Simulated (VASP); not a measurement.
# CdF2: structure and properties in VASP, part 5 of 6

What structure does CdF2 take at this level, and what are its properties? The cell is invented: it takes the structure of COD entry 9009027, PbF2 (space group 225 there), with some of its atoms replaced by other elements, volume scaled by an estimate. It may not be a known or stable phase.

VASP 6.6.1; PBEsol; plane waves and PAW (Cd, F); invented cell.

So far, gap on the k-mesh (eV): step 2 (rough relaxation of the start cell) 2.97; step 3 (relaxing cell and atoms (PBEsol)) 2.91; step 4 (single point with fields (PBEsol)) 2.91; step 6 (total and projected DOS (PBEsol)) 2.90. The relaxed cell has a = 5.397 Å (conventional setting).

## (7) Vibrations at Γ (PBEsol) (continued)

Transverse limit, no LO-TO splitting. Modes at Γ, with each element's share of the kinetic energy:

| mode | frequency (cm⁻¹) | symmetry | IR | Cd % | F % |
| --- | --- | --- | --- | --- | --- |
| 1 | -1.1 | acoustic | 5.2e-6 | 74 | 26 |
| 2 | -1.1 | acoustic | 5.2e-6 | 74 | 26 |
| 3 | -1.1 | acoustic | 5.2e-6 | 74 | 26 |
| 4 | 221.7 | T1u | 0.21 | 26 | 74 |
| 5 | 221.7 | T1u | 0.21 | 26 | 74 |
| 6 | 221.7 | T1u | 0.21 | 26 | 74 |
| 7 | 300.3 | T2g | 0 | 0 | 100 |
| 8 | 300.3 | T2g | 0 | 0 | 100 |
| 9 | 300.3 | T2g | 0 | 0 | 100 |

Displacements in mode 5 (221.7 cm⁻¹), the largest set to 1:
```
Cd1 -0.07 -0.09 -0.34
F2   0.20  0.26  1.00
F3   0.20  0.26  1.00
```

Displacements in mode 7 (300.3 cm⁻¹), the largest set to 1:
```
Cd1  0.00  0.00  0.00
F2  -0.01 -0.01 -1.00
F3   0.01  0.01  1.00
```

The Born charges sum to zero; the printed set may have that rule imposed, so this is no test. Born charges and mode vectors give each infrared mode its dipole; summed over the modes, dipole squared over frequency squared adds 5.29 to the electronic 2.86, for a mean static constant of 8.15. With one infrared mode the Lyddane-Sachs-Teller relation, LO/TO = (ε0/ε∞)^½, puts the longitudinal line at 374 cm⁻¹. By the characters of their eigenvectors the optical modes sort into (cm⁻¹) Raman active: T2g 300; infrared active: T1u 222. With a centre of inversion no mode is active in both.

## (8) NMR shifts (PBEsol)

LCHIMAG gives the shielding of each nucleus by linear response to a magnetic field, which needs a gap and tight orbitals.

INCAR reads:

```
SYSTEM = CdF2
PREC = Accurate
ENCUT = 520
EDIFF = 1E-08
NELM = 100
ISMEAR = 0
SIGMA = 0.05
LREAL = .FALSE.
ALGO = Normal
GGA = PS
NBANDS = 19
LORBIT = 11
LWAVE = .FALSE.
LCHARG = .FALSE.
LCHIMAG = .TRUE.
DQ = 0.001
ICHIBARE = 1
LNMR_SYM_RED = .TRUE.
LASPH = .TRUE.
```

POSCAR reads:

```
CdF2
1.0
    0.0000000000      2.6987359264      2.6987359264
    2.6987359264      0.0000000000      2.6987359264
    2.6987359264      2.6987359264      0.0000000000
Cd F
1 2
Direct
    0.0000000000      0.0000000000      0.0000000000
    0.2500000000      0.2500000000      0.2500000000
    0.7500000000      0.7500000000      0.7500000000
```

KPOINTS reads:

```
Automatic mesh
0
Gamma
7 7 7
0 0 0
```

Potentials, in the order of the species: Cd and F (PBE family, release 64).

Started as:

```bash
> mpirun -np 1 vasp_std
```

The log of the run:

```text
[... set-up lines as in an earlier step ...]
 entering main loop
       N       E                     dE             d eps       ncg     rms          rms(c)
DAV:   1     0.194137046475E+03    0.19414E+03   -0.15695E+04   800   0.139E+03
DAV:   2    -0.450327974003E+01   -0.19864E+03   -0.19125E+03   819   0.353E+02
DAV:   3    -0.129916330469E+02   -0.84884E+01   -0.84634E+01   850   0.797E+01
DAV:   4    -0.130299098826E+02   -0.38277E-01   -0.38275E-01   811   0.556E+00
DAV:   5    -0.130300440290E+02   -0.13415E-03   -0.13415E-03   841   0.301E-01    0.940E+00
DAV:   6    -0.115862386563E+02    0.14438E+01   -0.35382E+00   968   0.371E+01    0.718E+00
DAV:   7    -0.116147256286E+02   -0.28487E-01   -0.74667E-01   784   0.800E+00    0.422E+00
DAV:   8    -0.116033673040E+02    0.11358E-01   -0.15555E-01   763   0.372E+00    0.723E-01
DAV:   9    -0.115931432536E+02    0.10224E-01   -0.36237E-02   900   0.236E+00    0.102E-01
DAV:  10    -0.115936546200E+02   -0.51137E-03   -0.35802E-03   796   0.607E-01    0.104E-01
DAV:  11    -0.115937582360E+02   -0.10362E-03   -0.13226E-04   817   0.133E-01    0.479E-02
DAV:  12    -0.115937837844E+02   -0.25548E-04   -0.10494E-04   781   0.884E-02    0.184E-02
DAV:  13    -0.115937873940E+02   -0.36096E-05   -0.10045E-05   805   0.326E-02    0.651E-03
DAV:  14    -0.115937874362E+02   -0.42247E-07   -0.36440E-07   829   0.721E-03    0.219E-03
DAV:  15    -0.115937874268E+02    0.94310E-08   -0.15192E-07   829   0.333E-03    0.100E-03
DAV:  16    -0.115937874411E+02   -0.14284E-07   -0.39885E-09   651   0.831E-04    0.196E-04
DAV:  17    -0.115937874437E+02   -0.25821E-08   -0.30256E-10   434   0.262E-04
   1 F= -.11593787E+02 E0= -.11593787E+02  d E =-.145413E-12
DAV:   1    -0.184094289989E+03   -0.18409E+03    0.00000E+00     0   0.000E+00
DAV:   2    -0.184094289989E+03    0.00000E+00    0.00000E+00     0   0.000E+00
BDIR= 1  IDIR= 2  IQ= -1
DAV:   1    -0.368183437146E+03   -0.36818E+03   -0.33661E-02   805   0.126E+00
DAV:   2    -0.368183517928E+03   -0.80782E-04   -0.80782E-04   784   0.212E-01
DAV:   3    -0.368183518046E+03   -0.11730E-06   -0.11726E-06   850   0.959E-03
DAV:   4    -0.368183518046E+03   -0.23272E-09   -0.36236E-09   617   0.494E-04
       N       E                     dE             d eps       ncg     rms
RMM:   1    -0.954658973079E+02   -0.95466E+02   -0.92853E+01  1225   0.607E+01
RMM:   2    -0.973094431226E+02   -0.18435E+01   -0.53971E+00  1428   0.880E+00
RMM:   3    -0.974096222271E+02   -0.10018E+00   -0.12383E-01  1442   0.118E+00
RMM:   4    -0.974144376980E+02   -0.48155E-02   -0.12449E-02  1466   0.254E-01
RMM:   5    -0.974147484960E+02   -0.31080E-03   -0.38378E-04  1429   0.488E-02
RMM:   6    -0.974147633678E+02   -0.14872E-04   -0.40137E-05  1316   0.123E-02
RMM:   7    -0.974147650066E+02   -0.16389E-05   -0.22922E-06  1110   0.302E-03
RMM:   8    -0.974147650948E+02   -0.88118E-07   -0.24440E-07   909   0.824E-04
RMM:   9    -0.974147651058E+02   -0.11038E-07   -0.15476E-08   720   0.293E-04
RMM:  10    -0.974147651064E+02   -0.62178E-09   -0.19288E-09   637   0.187E-04
BDIR= 1  IDIR= 2  IQ=  0
DAV:   1    -0.368188543951E+03   -0.36819E+03   -0.76436E-11   416   0.799E-05
DAV:   2    -0.368188543951E+03    0.56275E-11   -0.40200E-12   416   0.180E-05
       N       E                     dE             d eps       ncg     rms
RMM:   1    -0.954824342929E+02   -0.95482E+02   -0.92927E+01  1225   0.607E+01
RMM:   2    -0.973320234418E+02   -0.18496E+01   -0.54203E+00  1428   0.881E+00
RMM:   3    -0.974327354224E+02   -0.10071E+00   -0.12427E-01  1436   0.118E+00
RMM:   4    -0.974375692271E+02   -0.48338E-02   -0.12484E-02  1453   0.255E-01
RMM:   5    -0.974378797228E+02   -0.31050E-03   -0.38180E-04  1411   0.486E-02
RMM:   6    -0.974378945441E+02   -0.14821E-04   -0.39825E-05  1234   0.122E-02
RMM:   7    -0.974378961824E+02   -0.16383E-05   -0.22791E-06  1048   0.299E-03
RMM:   8    -0.974378962702E+02   -0.87759E-07   -0.24212E-07   882   0.814E-04
RMM:   9    -0.974378962813E+02   -0.11107E-07   -0.15334E-08   699   0.284E-04
RMM:  10    -0.974378962819E+02   -0.62309E-09   -0.19427E-09   616   0.178E-04
BDIR= 1  IDIR= 2  IQ=  1
DAV:   1    -0.368193508361E+03   -0.36819E+03   -0.33646E-02   805   0.126E+00
DAV:   2    -0.368193589824E+03   -0.81463E-04   -0.81463E-04   784   0.213E-01
DAV:   3    -0.368193589943E+03   -0.11913E-06   -0.11916E-06   855   0.965E-03
DAV:   4    -0.368193589943E+03   -0.35266E-09   -0.35824E-09   617   0.492E-04
       N       E                     dE             d eps       ncg     rms
RMM:   1    -0.954989141891E+02   -0.95499E+02   -0.92999E+01  1225   0.607E+01
RMM:   2    -0.973544818984E+02   -0.18556E+01   -0.54432E+00  1429   0.882E+00
RMM:   3    -0.974553759129E+02   -0.10089E+00   -0.12140E-01  1439   0.119E+00
RMM:   4    -0.974605412113E+02   -0.51653E-02   -0.14193E-02  1470   0.261E-01
RMM:   5    -0.974608608943E+02   -0.31968E-03   -0.37248E-04  1431   0.484E-02
RMM:   6    -0.974608750325E+02   -0.14138E-04   -0.37771E-05  1323   0.121E-02
RMM:   7    -0.974608766522E+02   -0.16197E-05   -0.22734E-06  1112   0.301E-03
RMM:   8    -0.974608767398E+02   -0.87570E-07   -0.23939E-07   910   0.817E-04
RMM:   9    -0.974608767511E+02   -0.11312E-07   -0.15385E-08   726   0.293E-04
RMM:  10    -0.974608767518E+02   -0.64584E-09   -0.20315E-09   640   0.185E-04
BDIR= 1  IDIR= 3  IQ= -1
DAV:   1    -0.368175878378E+03   -0.36818E+03   -0.32586E-02   793   0.126E+00
DAV:   2    -0.368175962783E+03   -0.84405E-04   -0.84405E-04   787   0.215E-01
DAV:   3    -0.368175962924E+03   -0.14041E-06   -0.14047E-06   826   0.980E-03
DAV:   4    -0.368175962924E+03   -0.47027E-09   -0.51372E-09   595   0.535E-04
       N       E                     dE             d eps       ncg     rms
RMM:   1    -0.965733932029E+02   -0.96573E+02   -0.96149E+01  1267   0.607E+01
RMM:   2    -0.990070891092E+02   -0.24337E+01   -0.74094E+00  1452   0.100E+01
RMM:   3    -0.991358898524E+02   -0.12880E+00   -0.16263E-01  1456   0.149E+00
RMM:   4    -0.991416068078E+02   -0.57170E-02   -0.14252E-02  1495   0.322E-01
RMM:   5    -0.991419725306E+02   -0.36572E-03   -0.52370E-04  1461   0.682E-02
RMM:   6    -0.991419951190E+02   -0.22588E-04   -0.53786E-05  1372   0.173E-02
RMM:   7    -0.991419973869E+02   -0.22680E-05   -0.37357E-06  1247   0.435E-03
RMM:   8    -0.991419975729E+02   -0.18596E-06   -0.42099E-07  1082   0.122E-03
RMM:   9    -0.991419975959E+02   -0.22988E-07   -0.41093E-08   801   0.410E-04
RMM:  10    -0.991419975982E+02   -0.22686E-08   -0.49010E-09   716   0.220E-04
BDIR= 1  IDIR= 3  IQ=  0
DAV:   1    -0.368188543951E+03   -0.36819E+03   -0.76532E-11   416   0.799E-05
[...]
RLQ:   5    -0.541060283145E+01   -0.33706E-04   -0.57197E-05  1186   0.190E-02
RLQ:   6    -0.541060472012E+01   -0.18887E-05   -0.35767E-06  1043   0.442E-03
RLQ:   7    -0.541060487874E+01   -0.15861E-06   -0.32524E-07   871   0.119E-03
RLQ:   8    -0.541060489230E+01   -0.13565E-07   -0.27025E-08   578   0.373E-04
RLQ:   9    -0.541060489348E+01   -0.11773E-08   -0.26272E-09   444   0.195E-04
BDIR= 3  IDIR= 1  IQ= -1
DAV:   1    -0.368190090814E+03   -0.36819E+03   -0.34218E-02   811   0.126E+00
DAV:   2    -0.368190175967E+03   -0.85153E-04   -0.85153E-04   781   0.220E-01
DAV:   3    -0.368190176090E+03   -0.12284E-06   -0.12280E-06   844   0.997E-03
DAV:   4    -0.368190176090E+03   -0.29934E-09   -0.37873E-09   620   0.498E-04
       N       E                     dE             d eps       ncg     rms
RMM:   1    -0.965631446634E+02   -0.96563E+02   -0.96103E+01  1268   0.607E+01
RMM:   2    -0.989852753131E+02   -0.24221E+01   -0.73152E+00  1450   0.100E+01
RMM:   3    -0.991155115365E+02   -0.13024E+00   -0.16201E-01  1459   0.150E+00
RMM:   4    -0.991212238890E+02   -0.57124E-02   -0.14174E-02  1495   0.325E-01
RMM:   5    -0.991216025965E+02   -0.37871E-03   -0.53577E-04  1468   0.695E-02
RMM:   6    -0.991216264187E+02   -0.23822E-04   -0.58927E-05  1365   0.179E-02
RMM:   7    -0.991216286849E+02   -0.22662E-05   -0.36889E-06  1261   0.438E-03
RMM:   8    -0.991216288633E+02   -0.17840E-06   -0.39850E-07  1077   0.120E-03
RMM:   9    -0.991216288853E+02   -0.21998E-07   -0.39043E-08   810   0.406E-04
RMM:  10    -0.991216288875E+02   -0.21622E-08   -0.46650E-09   709   0.219E-04
BDIR= 3  IDIR= 1  IQ=  0
DAV:   1    -0.368188543951E+03   -0.36819E+03   -0.76356E-11   416   0.799E-05
DAV:   2    -0.368188543951E+03    0.78444E-11   -0.32924E-12   416   0.180E-05
       N       E                     dE             d eps       ncg     rms
RMM:   1    -0.965708742054E+02   -0.96571E+02   -0.96126E+01  1267   0.607E+01
RMM:   2    -0.989967294081E+02   -0.24259E+01   -0.73302E+00  1450   0.100E+01
RMM:   3    -0.991273595209E+02   -0.13063E+00   -0.16257E-01  1461   0.150E+00
RMM:   4    -0.991330981072E+02   -0.57386E-02   -0.14252E-02  1487   0.325E-01
RMM:   5    -0.991334788512E+02   -0.38074E-03   -0.53932E-04  1454   0.694E-02
RMM:   6    -0.991335028177E+02   -0.23967E-04   -0.59400E-05  1342   0.178E-02
RMM:   7    -0.991335050942E+02   -0.22765E-05   -0.37113E-06  1212   0.435E-03
RMM:   8    -0.991335052731E+02   -0.17888E-06   -0.40087E-07  1049   0.119E-03
RMM:   9    -0.991335052951E+02   -0.22030E-07   -0.39176E-08   789   0.405E-04
RMM:  10    -0.991335052973E+02   -0.21571E-08   -0.46744E-09   697   0.218E-04
BDIR= 3  IDIR= 1  IQ=  1
DAV:   1    -0.368186947405E+03   -0.36819E+03   -0.34231E-02   811   0.126E+00
DAV:   2    -0.368187032049E+03   -0.84644E-04   -0.84644E-04   778   0.219E-01
DAV:   3    -0.368187032170E+03   -0.12087E-06   -0.12087E-06   858   0.993E-03
DAV:   4    -0.368187032171E+03   -0.38551E-09   -0.36071E-09   631   0.489E-04
       N       E                     dE             d eps       ncg     rms
RMM:   1    -0.965778261974E+02   -0.96578E+02   -0.96148E+01  1267   0.607E+01
RMM:   2    -0.990074465820E+02   -0.24296E+01   -0.73449E+00  1450   0.100E+01
RMM:   3    -0.991384727533E+02   -0.13103E+00   -0.16314E-01  1459   0.150E+00
RMM:   4    -0.991442380925E+02   -0.57653E-02   -0.14331E-02  1490   0.325E-01
RMM:   5    -0.991446212740E+02   -0.38318E-03   -0.54406E-04  1468   0.696E-02
RMM:   6    -0.991446454573E+02   -0.24183E-04   -0.60096E-05  1371   0.179E-02
RMM:   7    -0.991446477504E+02   -0.22931E-05   -0.37467E-06  1253   0.437E-03
RMM:   8    -0.991446479304E+02   -0.18001E-06   -0.40484E-07  1073   0.119E-03
RMM:   9    -0.991446479526E+02   -0.22135E-07   -0.39470E-08   809   0.408E-04
RMM:  10    -0.991446479547E+02   -0.21579E-08   -0.47036E-09   711   0.221E-04
BDIR= 3  IDIR= 2  IQ= -1
DAV:   1    -0.368183437147E+03   -0.36818E+03   -0.33661E-02   805   0.126E+00
DAV:   2    -0.368183517928E+03   -0.80782E-04   -0.80782E-04   784   0.212E-01
DAV:   3    -0.368183518045E+03   -0.11721E-06   -0.11726E-06   850   0.959E-03
DAV:   4    -0.368183518046E+03   -0.41211E-09   -0.36240E-09   617   0.494E-04
       N       E                     dE             d eps       ncg     rms
RMM:   1    -0.977819216521E+02   -0.97782E+02   -0.10209E+02  1240   0.611E+01
RMM:   2    -0.100393612826E+03   -0.26117E+01   -0.78522E+00  1418   0.997E+00
RMM:   3    -0.100546836545E+03   -0.15322E+00   -0.19186E-01  1430   0.152E+00
RMM:   4    -0.100553814883E+03   -0.69783E-02   -0.18096E-02  1469   0.332E-01
RMM:   5    -0.100554219644E+03   -0.40476E-03   -0.46372E-04  1441   0.667E-02
RMM:   6    -0.100554239146E+03   -0.19503E-04   -0.53940E-05  1335   0.167E-02
RMM:   7    -0.100554240970E+03   -0.18234E-05   -0.23985E-06  1201   0.389E-03
RMM:   8    -0.100554241075E+03   -0.10529E-06   -0.27318E-07  1037   0.105E-03
RMM:   9    -0.100554241088E+03   -0.12856E-07   -0.18270E-08   758   0.329E-04
RMM:  10    -0.100554241089E+03   -0.10115E-08   -0.25304E-09   674   0.197E-04
BDIR= 3  IDIR= 2  IQ=  0
DAV:   1    -0.368188543951E+03   -0.36819E+03   -0.76225E-11   416   0.799E-05
DAV:   2    -0.368188543951E+03    0.13586E-10   -0.42434E-12   416   0.180E-05
       N       E                     dE             d eps       ncg     rms
RMM:   1    -0.977636629896E+02   -0.97764E+02   -0.10202E+02  1240   0.611E+01
RMM:   2    -0.100367007116E+03   -0.26033E+01   -0.78236E+00  1419   0.996E+00
RMM:   3    -0.100519280602E+03   -0.15227E+00   -0.19066E-01  1434   0.152E+00
RMM:   4    -0.100526204177E+03   -0.69236E-02   -0.17948E-02  1463   0.331E-01
RMM:   5    -0.100526605771E+03   -0.40159E-03   -0.45990E-04  1432   0.664E-02
RMM:   6    -0.100526625081E+03   -0.19310E-04   -0.53310E-05  1301   0.166E-02
RMM:   7    -0.100526626888E+03   -0.18070E-05   -0.23743E-06  1149   0.387E-03
RMM:   8    -0.100526626992E+03   -0.10448E-06   -0.26986E-07  1010   0.105E-03
RMM:   9    -0.100526627005E+03   -0.12761E-07   -0.18190E-08   741   0.327E-04
RMM:  10    -0.100526627006E+03   -0.10158E-08   -0.25064E-09   656   0.196E-04
BDIR= 3  IDIR= 2  IQ=  1
DAV:   1    -0.368193508361E+03   -0.36819E+03   -0.33646E-02   805   0.126E+00
DAV:   2    -0.368193589824E+03   -0.81463E-04   -0.81463E-04   784   0.213E-01
DAV:   3    -0.368193589943E+03   -0.11911E-06   -0.11916E-06   855   0.965E-03
DAV:   4    -0.368193589943E+03   -0.47800E-09   -0.35826E-09   617   0.492E-04
       N       E                     dE             d eps       ncg     rms
RMM:   1    -0.977448386284E+02   -0.97745E+02   -0.10195E+02  1241   0.611E+01
RMM:   2    -0.100339778483E+03   -0.25949E+01   -0.77938E+00  1420   0.996E+00
RMM:   3    -0.100491074764E+03   -0.15130E+00   -0.18939E-01  1429   0.151E+00
RMM:   4    -0.100497942172E+03   -0.68674E-02   -0.17793E-02  1466   0.330E-01
RMM:   5    -0.100498340759E+03   -0.39859E-03   -0.45669E-04  1442   0.664E-02
RMM:   6    -0.100498359924E+03   -0.19165E-04   -0.52750E-05  1329   0.166E-02
RMM:   7    -0.100498361718E+03   -0.17941E-05   -0.23594E-06  1201   0.388E-03
RMM:   8    -0.100498361822E+03   -0.10403E-06   -0.26672E-07  1039   0.105E-03
RMM:   9    -0.100498361835E+03   -0.12700E-07   -0.18187E-08   761   0.328E-04
RMM:  10    -0.100498361836E+03   -0.10214E-08   -0.24859E-09   672   0.196E-04
       N       E                     dE             d eps       ncg     rms
RLQ:   1    -0.489958731320E+01   -0.48996E+01   -0.12391E+01   990   0.335E+01
RLQ:   2    -0.508925559926E+01   -0.18967E+00   -0.35726E-01  1259   0.204E+00
RLQ:   3    -0.509581614784E+01   -0.65605E-02   -0.89543E-03  1235   0.284E-01
RLQ:   4    -0.509612494066E+01   -0.30879E-03   -0.60444E-04  1216   0.556E-02
RLQ:   5    -0.509615054819E+01   -0.25608E-04   -0.46851E-05  1033   0.135E-02
RLQ:   6    -0.509615210515E+01   -0.15570E-05   -0.32677E-06   818   0.314E-03
RLQ:   7    -0.509615225283E+01   -0.14768E-06   -0.23347E-07   663   0.849E-04
RLQ:   8    -0.509615226302E+01   -0.10188E-07   -0.23205E-08   506   0.299E-04
RLQ:   9    -0.509615226397E+01   -0.94736E-09   -0.15987E-09   433   0.174E-04
```

Elapsed: 8.4 min, on 1 MPI rank of AMD EPYC 7R43, shared host; peak memory 0.19 GiB.

[end of part 5 of 6]

[Lines on the potential files, build, host, timing and source positions are cut from VASP's logs without a mark.]

[Logs are printed without paths, hosts, clocks, repeated set-up lines and the standing remarks that a program may print on its own settings, such as how far it seeks lower states.]

[Hosts, paths, dates, database ids (printed as entryN), source tags and the programs' standing remarks are cut or masked in the printed files.]

[A measured line is paired with the nearest computed mode of its activity, which favours agreement.]
